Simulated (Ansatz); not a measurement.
A relaxation computed with Ansatz, from input to last step.

```yaml
crystal:
  lattice:
    - [4.3662, 0.0, 0.0]
    - [-2.1831, 3.781240118, 0.0]
    - [0.0, 0.0, 4.9536]
  atoms:
    - { symbol: Se, position: [0.2254, 0.0, 0.3333333333] }
    - { symbol: Se, position: [0.0, 0.2254, 0.6666666667] }
    - { symbol: Se, position: [0.7746, 0.7746, 0.0] }
basis:
  ecutwfc: 500
kpoints:
  mp_grid: { grid: [6, 6, 6] }
hamiltonian:
  xc: r2scan
scf:
  occupations: { method: gaussian, width: 0.02 }
output:
  forces: true
  stress: true
  eigenvalues: true
relax:
  adjacent_minimum: "off"
  f_tol: 0.005
  max_steps: 80
  cell: { stress_tol: 0.05 }
```

```bash
ansatz run input.yaml --threads 1 --pin off --max-ram 2560MiB --backend cpu --events-out ev --progress --plain --runs-dir out
```

These are results of Ansatz 0.2.0, DFT r2SCAN, scalar-relativistic, plane waves, PAW, not measurements.

Of 7 frames 6 are shown, positions in Å and forces in eV/Å; the SCF threshold varies from step to step. Steps run on the plane waves of an earlier cell, with a Pulay correction in the pressure. The basis is chosen afresh for the last frame, the zero of the energies, and at times for earlier ones too; energy and pressure step there, also at an unchanged geometry.

```xyz
3
Lattice="4.3662 0.0000 0.0000 -2.1831 3.7812 0.0000 0.0000 0.0000 4.9536" Properties=species:S:1:pos:R:3:forces:R:3 pbc="T T T" step=1 free_energy_over_end_meV_per_atom=5.63 pressure_GPa=1.34
Se    0.9841    0.0000    1.6512    0.0527    0.0000    0.0000
Se   -0.4921    0.8523    3.3024   -0.0263    0.0456    0.0000
Se    1.6910    2.9289    0.0000   -0.0263   -0.0456    0.0000
3
Lattice="4.4724 0.0000 0.0000 -2.2362 3.8732 0.0000 0.0000 0.0000 5.0823" Properties=species:S:1:pos:R:3:forces:R:3 pbc="T T T" step=2 free_energy_over_end_meV_per_atom=2.04 pressure_GPa=-0.46
Se    0.9664    0.0000    1.6941    0.0125    0.0000    0.0000
Se   -0.4832    0.8370    3.3882   -0.0063    0.0108    0.0000
Se    1.7530    3.0362    0.0000   -0.0063   -0.0108    0.0000
3
Lattice="4.4649 0.0000 0.0000 -2.2324 3.8667 0.0000 0.0000 0.0000 5.0220" Properties=species:S:1:pos:R:3:forces:R:3 pbc="T T T" step=3 free_energy_over_end_meV_per_atom=0.38 pressure_GPa=-0.08
Se    0.9763    0.0000    1.6740   -0.0185    0.0000    0.0000
Se   -0.4881    0.8455    3.3480    0.0093   -0.0161    0.0000
Se    1.7443    3.0212    0.0000    0.0093    0.0161    0.0000
3
Lattice="4.4768 0.0000 0.0000 -2.2384 3.8770 0.0000 0.0000 0.0000 5.0045" Properties=species:S:1:pos:R:3:forces:R:3 pbc="T T T" step=4 free_energy_over_end_meV_per_atom=0.20 pressure_GPa=-0.01
Se    0.9781    0.0000    1.6682   -0.0160    0.0000    0.0000
Se   -0.4890    0.8471    3.3363    0.0080   -0.0139    0.0000
Se    1.7494    3.0300    0.0000    0.0080    0.0139    0.0000
3
Lattice="4.4974 0.0000 0.0000 -2.2487 3.8949 0.0000 0.0000 0.0000 4.9909" Properties=species:S:1:pos:R:3:forces:R:3 pbc="T T T" step=5 free_energy_over_end_meV_per_atom=0.10 pressure_GPa=0.04
Se    0.9785    0.0000    1.6636   -0.0021    0.0000    0.0000
Se   -0.4893    0.8474    3.3272    0.0011   -0.0018    0.0000
Se    1.7594    3.0474    0.0000    0.0011    0.0018    0.0000
3
Lattice="4.5045 0.0000 0.0000 -2.2523 3.9010 0.0000 0.0000 0.0000 4.9916" Properties=species:S:1:pos:R:3:forces:R:3 pbc="T T T" step=7 free_energy_over_end_meV_per_atom=0.00 pressure_GPa=0.00
Se    0.9782    0.0000    1.6639   -0.0009    0.0000    0.0000
Se   -0.4891    0.8471    3.3277    0.0005   -0.0008    0.0000
Se    1.7632    3.0539    0.0000    0.0005    0.0008    0.0000
```

The run took 2.1 min on 1 thread of AMD EPYC 7R43 64-Core Processor (Zen 3), on a shared host, peak memory 0.62 GiB.

The cell holds chains, and r2SCAN describes their binding at middle range but leaves out its long-range dispersion part.